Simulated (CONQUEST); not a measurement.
MgS under changes of volume

One of the cells (22.670 Å³/atom); the others are scaled copies at fixed shape and fractional positions:

```
S Mg
1.0
     4.03462    0.00000    0.00000
     0.00000    6.43229    0.00000
     0.00000    0.00000    6.98817
S Mg
4 4
Direct
  0.00000 0.87924 0.33333
  0.50000 0.87924 0.83333
  0.00000 0.37924 0.66667
  0.50000 0.37924 0.16667
  0.00000 0.99575 0.66667
  0.50000 0.99575 0.16667
  0.00000 0.49575 0.33333
  0.50000 0.49575 0.83333
```

The cell comes from a database or a generator and needn't be the stable form of this composition.

| Property | Result |
| --- | --- |
| Program | CONQUEST 1.3 |
| Functional | PBE |
| Potentials or basis | PseudoDojo NC PBE, DZP, grid of 40 × 60 × 72 points |
| k mesh | 7 × 4 × 4 |
| Occupations | fermi-dirac, width 0.05 eV |
| Spin | no spin polarisation |

```tsv
volume (Å³/atom)	energy over the lowest point (meV/atom)	gap on the mesh (eV)
21.309	55.35	3.73
21.763	36.57	3.60
22.216	22.10	3.49
22.670	?	?
23.123	4.65	3.27
23.576	0.86	3.16
24.030	0.00	3.07
```

Task: What does the run at 22.670 Å³/atom give?

Result: Energy over the lowest point 11.62 meV/atom; gap on the mesh 3.38 eV.

Worked out: A Birch-Murnaghan fit of order 3 (a polynomial in V^(-2/3)) to the other rows has its minimum at 23.95 Å³/atom with B0 = V·E''(V) = 50 GPa and B' = 4.3 at fixed shape and positions, which overstates the stiffness. It gives 11.60 meV/atom at 22.670 Å³/atom, against the run's 11.62. A straight line through the other rows of the gap, of slope -5.5 eV per unit of ln V, gives 3.38 eV, against the run's 3.38.

Energies are extrapolated to zero smearing.

Caveats: the real-space grid is too coarse here: the forces don't sum to zero and aren't listed, and the energy moves when atoms move against the grid; an odd mesh through Γ misses points on the zone boundary, where band edges often lie; the basis of atomic orbitals isn't converged, which shifts pressures, moduli and gaps.
